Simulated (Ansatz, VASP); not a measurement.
# Pt in VASP and in Ansatz

File INCAR:

```
SYSTEM = Pt
ALGO = Normal ; EDIFF = 1E-7
ENCUT = 520 ; GGA = PE
ISIF = 2 ; ISMEAR = 0
LASPH = .True. ; LCHARG = .False.
LREAL = .False. ; LWAVE = .False.
NBANDS = 17 ; NELM = 80
PREC = Accurate ; SIGMA = 0.15
```

The input KPOINTS:

```
k-points
0
Gamma
  18 18 10
  0 0 0
```

POSCAR

```
Pt
1.0
    2.6137000000      0.0000000000      0.0000000000
   -1.3068500000      2.2635305979      0.0000000000
    0.0000000000      0.0000000000      4.9607000000
Pt
2
Direct
    0.6666666667      0.3333333333      0.7500000000
    0.3333333333      0.6666666667      0.2500000000
```

Input for Ansatz:

```yaml
crystal:
  lattice:
    - [2.6137, 0.0, 0.0]
    - [-1.30685, 2.2635305979, 0.0]
    - [0.0, 0.0, 4.9607]
  atoms:
    - { symbol: Pt, position: [0.6666666667, 0.3333333333, 0.75] }
    - { symbol: Pt, position: [0.3333333333, 0.6666666667, 0.25] }
basis:
  ecutwfc: 420
kpoints:
  mp_grid: { grid: [18, 18, 10] }
hamiltonian:
  xc: pbe
scf:
  occupations: { method: gaussian, width: 0.15 }
output:
  forces: true
  stress: true
  eigenvalues: true
```

Alike in both runs: task single point; functional PBE; k mesh 18 × 18 × 10; occupations gaussian, width 0.15 eV; no spin polarisation.

|  | VASP | Ansatz |
| --- | --- | --- |
| version | VASP 6.6.1 | Ansatz 0.2.0 |
| potentials or method | VASP PAW PBE potentials, release 64 (Pt) | scalar-relativistic, plane waves, PAW |
| plane-wave cutoff (eV) | 520 | 420 |
| valence electrons in the cell | 20 | 36 |

```csv
,VASP,Ansatz,Ansatz less VASP
gap on the k mesh at the Fermi level (eV),none,none,-
pressure (GPa),27.0,27.6,+0.61
largest component of the traceless stress (GPa),22.86,23.00,+0.133
```

A gap of «none» marks a metal or a gap that the smearing closes. The two sets of potentials don't hold the same shells in valence.

Caveats: so large a pressure means that the cell lies far from this level's equilibrium, or that cutoff or potentials fall short (VASP). The runs have no spin-orbit coupling, so splittings on Pt are missing.
